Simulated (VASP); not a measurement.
# Sn (Fd-3m) in VASP: further runs

Aim: see how the results for Sn move with the level of theory and the settings. Levels: LDA, PBEsol. Tasks: single point, relaxation of cell and atoms.

All numbers are computed with VASP 6.6.1; they aren't measurements. Logs are shortened: lines on timing, memory, paths and dates and some standing lists are left out, and cuts for length are marked.

**1. Starting point**

The structure is cubic, space group Fd-3m (No. 227). The conventional cell has a = 6.467 Å, b = 6.467 Å, c = 6.467 Å, α = 90.00°, β = 90.00°, γ = 90.00°. Sn (site symmetry -43m) is surrounded by 4 Sn at 2.80 Å.

This isn't the form of Sn at room conditions, which is tetragonal (white tin).

**2. Single point, LDA**

Contents of INCAR:

```
SYSTEM = Sn
PREC = Accurate
ENCUT = 520
EDIFF = 1E-6
ISMEAR = 0
SIGMA = 0.03
LREAL = .False.
LASPH = .True.
NELM = 80
ALGO = Normal
ISIF = 2
LWAVE = .False.
LCHARG = .False.
NBANDS = 21
KPAR = 4
```

Contents of KPOINTS:

```
regular mesh
0
Gamma
  6 6 6
  0 0 0
```

Contents of POSCAR:

```
Sn
1.0
    0.0000000000      3.2333428000      3.2333428000
    3.2333428000      0.0000000000      3.2333428000
    3.2333428000      3.2333428000      0.0000000000
Sn
2
Direct
    0.0000000000      0.0000000000      0.0000000000
    0.2500000000      0.2500000000      0.2500000000
```

Potentials or basis: VASP PAW LDA potentials, release 64 (Sn_d).

The run is started by

```bash
cat potpaw_LDA.64/Sn_d/POTCAR > POTCAR
mpirun -np 4 vasp_std > vasp.out
```

OUTCAR:

```text
SYSTEM = Sn
   PREC = Accurate
   ENCUT = 520
   EDIFF = 1E-6
   ISMEAR = 0
   LREAL = .False.
   LASPH = .True.
   NELM = 80
   ISIF = 2

 ion  position               nearest neighbor table
   1  0.000  0.000  0.000-   2 2.80   2 2.80   2 2.80   2 2.80
   2  0.250  0.250  0.250-   1 2.80   1 2.80   1 2.80   1 2.80

  LATTYP: Found a face centered cubic cell.
 ALAT       =     6.4666856000

  Lattice vectors:

 A1 = (   0.0000000000,   3.2333428000,   3.2333428000)
 A2 = (   3.2333428000,   0.0000000000,   3.2333428000)
 A3 = (   3.2333428000,   3.2333428000,   0.0000000000)

Analysis of symmetry for initial positions (statically):
=====================================================================
 Subroutine PRICEL returns:
 Original cell was already a primitive cell.

 Routine SETGRP: Setting up the symmetry group for a
 face centered cubic supercell.

 Subroutine GETGRP returns: Found 48 space group operations
 (whereof 24 operations were pure point group operations)
 out of a pool of 48 trial point group operations.

The static configuration has the point symmetry T_d .
 The point group associated with its full space group is O_h .

Analysis of symmetry for dynamics (positions and initial velocities):
=====================================================================
 Subroutine PRICEL returns:
 Original cell was already a primitive cell.

 Routine SETGRP: Setting up the symmetry group for a
 face centered cubic supercell.

 Subroutine GETGRP returns: Found 48 space group operations
 (whereof 24 operations were pure point group operations)
 out of a pool of 48 trial point group operations.

The dynamic configuration has the point symmetry T_d .
 The point group associated with its full space group is O_h .

 Subroutine INISYM returns: Found 48 space group operations
 (whereof 24 operations are pure point group operations),
 and found     1 'primitive' translations

----------------------------------------------------------------------------------------

                                     Primitive cell

  volume of cell :      67.6060

  direct lattice vectors                    reciprocal lattice vectors
     0.000000000  3.233342800  3.233342800    -0.154638723  0.154638723  0.154638723
     3.233342800  0.000000000  3.233342800     0.154638723 -0.154638723  0.154638723
     3.233342800  3.233342800  0.000000000     0.154638723  0.154638723 -0.154638723

  length of vectors
     4.572637240  4.572637240  4.572637240     0.267842124  0.267842124  0.267842124

  position of ions in fractional coordinates (direct lattice)
     0.000000000  0.000000000  0.000000000
     0.250000000  0.250000000  0.250000000

  ion indices of the primitive-cell ions
   primitive index   ion index
                 1           1
                 2           2

----------------------------------------------------------------------------------------

 KPOINTS: regular mesh

Automatic generation of k-mesh.
 Grid dimensions read from file:
 generate k-points for:    6    6    6

 Generating k-lattice:

  Cartesian coordinates                     Fractional coordinates (reciprocal lattice)
    -0.025773120  0.025773120  0.025773120     0.166666667  0.000000000  0.000000000
     0.025773120 -0.025773120  0.025773120     0.000000000  0.166666667  0.000000000
     0.025773120  0.025773120 -0.025773120     0.000000000  0.000000000  0.166666667

  Length of vectors
     0.044640354  0.044640354  0.044640354

  Shift w.r.t. Gamma in fractional coordinates (k-lattice)
     0.000000000  0.000000000  0.000000000

 Subroutine IBZKPT returns following result:
 ===========================================

 Found     16 irreducible k-points:

 Following reciprocal coordinates:
            Coordinates               Weight
  0.000000  0.000000  0.000000      1.000000
  0.166667  0.000000  0.000000      8.000000
  0.333333  0.000000  0.000000      8.000000
  0.500000  0.000000  0.000000      4.000000
  0.166667  0.166667  0.000000      6.000000
  0.333333  0.166667  0.000000     24.000000
[... 8 lines left out ...]
 -0.333333  0.333333  0.166667     24.000000
 -0.333333  0.500000  0.166667     12.000000
   k-points           NKPTS =     16   k-points in BZ     NKDIM =     16   number of bands    NBANDS=     21
   number of dos      NEDOS =    301   number of ions     NIONS =      2
   total plane-waves  NPLWV =  46656
   dimension x,y,z NGX =    36 NGY =   36 NGZ =   36
   dimension x,y,z NGXF=    72 NGYF=   72 NGZF=   72
   ions per type =               2
   NGX,Y,Z   is equivalent  to a cutoff of  13.09, 13.09, 13.09 a.u.
   NGXF,Y,Z  is equivalent  to a cutoff of  26.18, 26.18, 26.18 a.u.
 SYSTEM =  Sn
   PREC   = accura    normal or accurate (medium, high low for compatibility)
   ISTART =      0    job   : 0-new  1-cont  2-samecut
   ICHARG =      2    charge: 1-file 2-atom 10-const
   ISPIN  =      1    spin polarized calculation?
   LNONCOLLINEAR =      F non collinear calculations
   LSORBIT =      F    spin-orbit coupling
   LASPH  =      T    aspherical Exc in radial PAW
   ENCUT  =  520.0 eV  38.22 Ry    6.18 a.u.   8.50  8.50  8.50*2*pi/ulx,y,z
   NELM   =     80;   NELMIN=  2; NELMDL= -5     # of ELM steps
   EDIFF  = 0.1E-05   stopping-criterion for ELM
   LREAL  =      F    real-space projection
   EDIFFG = 0.1E-04   stopping-criterion for IOM
   NSW    =      0    number of steps for IOM
   IBRION =     -1    ionic relax: 0-MD 1-quasi-New 2-CG
   NFREE  =      0    steps in history (QN), initial steepest desc. (CG)
   ISIF   =      2    stress and relaxation
   ISYM   =      2    0-nonsym 1-usesym 2-fastsym
   POTIM  = 0.5000    time-step for ionic-motion
   TEBEG  =    0.0;   TEEND  =   0.0 temperature during run
   PSTRESS=    0.0 pullay stress
   NELECT =      28.0000    total number of electrons
   NUPDOWN=      -1.0000    fix difference up-down
   EMIN   =  10.00;   EMAX   =-10.00  energy-range for DOS
   EFERMI =   0.00;   METHOD = LEGACY
   ISMEAR =     0;   SIGMA  =   0.03  broadening in eV -4-tet -1-fermi 0-gaus
   EFERMI_NEDOS =   21; number of points for ismear=-14 and -15
   IALGO  =     38    algorithm
   IMIX   =      4    mixing-type and parameters
     AMIX     =   0.40;   BMIX     =  1.00
     AMIX_MAG =   1.60;   BMIX_MAG =  1.00
  volume/ion in A,a.u.               =      33.80       228.11
  Fermi-wavevector in a.u.,A,eV,Ry     =   1.220298  2.306028 20.260793  1.489126
  Thomas-Fermi vector in A             =   2.355520
   LORBIT       =      0    0 simple, 1 ext, 2 COOP (PROOUT), +10 PAW based schemes
   GGA     = CA    functional components
   LHFCALC =     F    Hartree Fock is set to
   AEXX    =    0.0000 exact exchange contribution
   IVDW    =     0    specifies the selected vdW correction
   LEPSILON=     F    determine dielectric tensor
   LRPA    =     F    only Hartree local field effects (RPA)
 non-spin polarized calculation
 Gauss-broadening in eV      SIGMA  =   0.03
  energy-cutoff  :      520.00
  volume of cell :       67.61
 maximum number of plane-waves:      1853
 NGX is ok and might be reduce to    36
   NGX = 17   NGY = 17   NGZ = 17

 number of electron      28.0000008 magnetization

 Free energy of the ion-electron system (eV)
  ---------------------------------------------------
  ext. energy  EPLUGINS =         0.00000000
  ---------------------------------------------------
  free energy    TOTEN  =        -8.90607163 eV

  energy without entropy =       -8.90575819  energy(sigma->0) =       -8.90591491

 E-fermi :   5.4045     XC(G=0):  -9.2367

 val. band max:        5.4045162549   @ k =   0.5000   0.0000   0.0000
 cond. band min:       5.5731269948   @ k =   0.0000   0.0000   0.0000
 fundamental gap:      0.1686107399
 Fermi energy:         5.4045162550

 k-point     1 :       0.0000    0.0000    0.0000
  band No.  band energies     occupation
      1     -16.1461      2.00000
      2     -16.1461      2.00000
      3     -16.1461      2.00000
      4     -16.0833      2.00000
      5     -16.0833      2.00000
      6     -15.7621      2.00000
[... 13 lines left out ...]
     20      13.5491      0.00000
     21      13.5491      0.00000

 k-point     2 :       0.1667    0.0000    0.0000
  band No.  band energies     occupation
      1     -16.1629      2.00000
      2     -16.1629      2.00000
      3     -16.1394      2.00000
      4     -16.0587      2.00000
      5     -16.0587      2.00000
      6     -15.7926      2.00000
[... 13 lines left out ...]
     20      12.4196      0.00000
     21      12.4196      0.00000

 k-point     3 :       0.3333    0.0000    0.0000
  band No.  band energies     occupation
      1     -16.1792      2.00000
      2     -16.1792      2.00000
      3     -16.1256      2.00000
      4     -16.0295      2.00000
      5     -16.0295      2.00000
      6     -15.8166      2.00000
[... 13 lines left out ...]
     20      12.8414      0.00000
     21      12.8414      0.00000

 k-point     4 :       0.5000    0.0000    0.0000
  band No.  band energies     occupation
      1     -16.1836      2.00000
      2     -16.1836      2.00000
      3     -16.1183      2.00000
      4     -16.0202      2.00000
      5     -16.0202      2.00000
      6     -15.8230      2.00000
[... 13 lines left out ...]
     20      14.2846      0.00000
     21      14.2853      0.00000

 k-point     5 :       0.1667    0.1667    0.0000
  band No.  band energies     occupation
      1     -16.1610      2.00000
      2     -16.1610      2.00000
      3     -16.1553      2.00000
      4     -16.0605      2.00000
      5     -16.0305      2.00000
      6     -15.8418      2.00000
[... 13 lines left out ...]
     20      11.9714      0.00000
     21      13.8567      0.00000
[... 190 lines left out ...]
     20      14.7511      0.00000
     21      15.9500      0.00000

 k-point    14 :       0.5000    0.3333    0.1667
  band No.  band energies     occupation
      1     -16.2058      2.00000
      2     -16.1999      2.00000
      3     -16.0841      2.00000
      4     -15.9993      2.00000
      5     -15.9506      2.00000
      6     -15.9225      2.00000
[... 13 lines left out ...]
     20      13.5154      0.00000
     21      15.2547      0.00000

 k-point    15 :      -0.3333    0.3333    0.1667
  band No.  band energies     occupation
      1     -16.2201      2.00000
      2     -16.2049      2.00000
      3     -16.0501      2.00000
      4     -15.9719      2.00000
      5     -15.9407      2.00000
      6     -15.9276      2.00000
[... 13 lines left out ...]
     20      14.8338      0.00000
     21      15.1486      0.00000

 k-point    16 :      -0.3333    0.5000    0.1667
  band No.  band energies     occupation
      1     -16.2137      2.00000
      2     -16.2137      2.00000
      3     -16.0174      2.00000
      4     -16.0174      2.00000
      5     -15.9197      2.00000
      6     -15.9197      2.00000
[... 13 lines left out ...]
     20      14.5463      0.00000
     21      15.7547      0.00000

------------------------ aborting loop because EDIFF is reached ----------------------------------------

  FORCE on cell =-STRESS in cart. coord.  units (eV):
  Direction    XX          YY          ZZ          XY          YZ          ZX
  --------------------------------------------------------------------------------------
  -------------------------------------------------------------------------------------
  Total        0.1021319      0.1021319      0.1021319     -0.0000000      0.0000000      0.0000000
  in kB        2.4203977      2.4203977      2.4203977     -0.0000000      0.0000000      0.0000000
  external PRESSURE =       2.4203977 kB  Pullay stress =       0.0000000 kB

 VOLUME and BASIS-vectors are now :
 -----------------------------------------------------------------------------
  energy-cutoff  :      520.00
  volume of cell :       67.61
      direct lattice vectors                 reciprocal lattice vectors
     0.000000000  3.233342800  3.233342800    -0.154638723  0.154638723  0.154638723
     3.233342800  0.000000000  3.233342800     0.154638723 -0.154638723  0.154638723
     3.233342800  3.233342800  0.000000000     0.154638723  0.154638723 -0.154638723

 POSITION                                       TOTAL-FORCE (eV/Angst)
 -----------------------------------------------------------------------------------
      0.00000      0.00000      0.00000        -0.000000     -0.000000     -0.000000
      1.61667      1.61667      1.61667         0.000000      0.000000      0.000000
 -----------------------------------------------------------------------------------
    total drift:                                0.000000      0.000000      0.000000

  FREE ENERGIE OF THE ION-ELECTRON SYSTEM (eV)
  ---------------------------------------------------
  free  energy   TOTEN  =        -8.9060716279 eV

  energy  without entropy=       -8.9057581892  energy(sigma->0) =       -8.90591491
```

Run time: 4 s. Hardware: 4 MPI ranks of Intel Xeon 6975P-C (Granite Rapids), shared host; peak memory 0.17 GiB.

Results:

```yaml
Free_energy: -8.9061 eV
Pressure: 0.2 GPa
Band_gap_on_the_k_mesh: none (metal or under the smearing width)
```

Levels at points of the mesh, in eV from the Fermi level:
```tsv
k point	band 12	band 13	band 14	band 15	band 16	band 17
(0.00, 0.00, 0.00)	-0.64	0.17	0.17	0.17	2.23	2.23
(0.50, 0.00, 0.00)	-6.30	-1.05	-1.05	0.00	3.31	3.31
(0.50, 0.50, 0.00)	-7.51	-2.42	-2.42	0.83	0.83	7.80
```

**3. Relaxation of cell and atoms, PBEsol**

Contents of INCAR:

```
ALGO = Normal
EDIFF = 1E-6
EDIFFG = -0.01
ENCUT = 600
GGA = PS
IBRION = 2
ISIF = 3
ISMEAR = 0
LASPH = True
LCHARG = False
LREAL = False
LWAVE = False
NELM = 80
NSW = 90
PREC = Accurate
SIGMA = 0.03
```

Contents of KPOINTS:

```
k-points
0
Gamma
  10 10 10
```

POSCAR is that of step 2.

Potentials or basis: VASP PAW PBE potentials, release 64 (Sn_d).

The run is started by

```bash
cat potpaw_PBE.64/Sn_d/POTCAR > POTCAR
mpirun -np 1 vasp_std > vasp.out
```

It took 1.8 min on 1 thread of Intel Xeon Platinum 8488C (Sapphire Rapids), shared host; peak memory 0.26 GiB.

Results (log left out):

| Quantity | Value |
| --- | --- |
| Free energy | -8.4630 eV |
| Relaxed volume | 34.92 Å³/atom |
| Relaxed cell | a = 4.622 Å, b = 4.622 Å, c = 4.622 Å, α = 60.00°, β = 60.00°, γ = 60.00° |
| Space group after relaxing (to 0.05 Å) | Fd-3m (No. 227) |
| Energy gained by relaxing | 4.9 meV/atom |
| Ionic steps | 3 |
| Pressure after relaxing | 0.0 GPa |
| Band gap on the k mesh | none (metal or under the smearing width) |

Step by step:
```
step  energy change (eV)  largest force (eV/Å)  pressure (GPa)  volume (Å³)
   1              0.0000                0.0000            1.47        67.61
   2             -0.0086                0.0000           -0.46        70.69
   3             -0.0099                0.0000            0.00        69.84
```

Final structure:
```yaml
crystal:
  lattice:
    - [0.00000, 3.26858, 3.26858]
    - [3.26858, 0.00000, 3.26858]
    - [3.26858, 3.26858, 0.00000]
  atoms:
    - { symbol: Sn, position: [0.00000, 0.00000, 0.00000] }
    - { symbol: Sn, position: [0.25000, 0.25000, 0.25000] }
```

Levels at points of the mesh, in eV from the Fermi level:
```csv
k point,band 11,band 12,band 13,band 14,band 15,band 16,band 17,band 18
"(0.00, 0.00, 0.00)",-10.41,-0.77,0.16,0.16,0.16,2.22,2.22,2.22
"(0.50, 0.00, 0.00)",-8.83,-6.16,-1.01,-1.01,-0.03,3.28,3.28,5.62
"(0.50, 0.50, 0.00)",-7.38,-7.38,-2.32,-2.32,0.86,0.86,7.65,7.65
```

Caveat: the PAW data sets were made with another functional, which shifts forces and pressure a little.
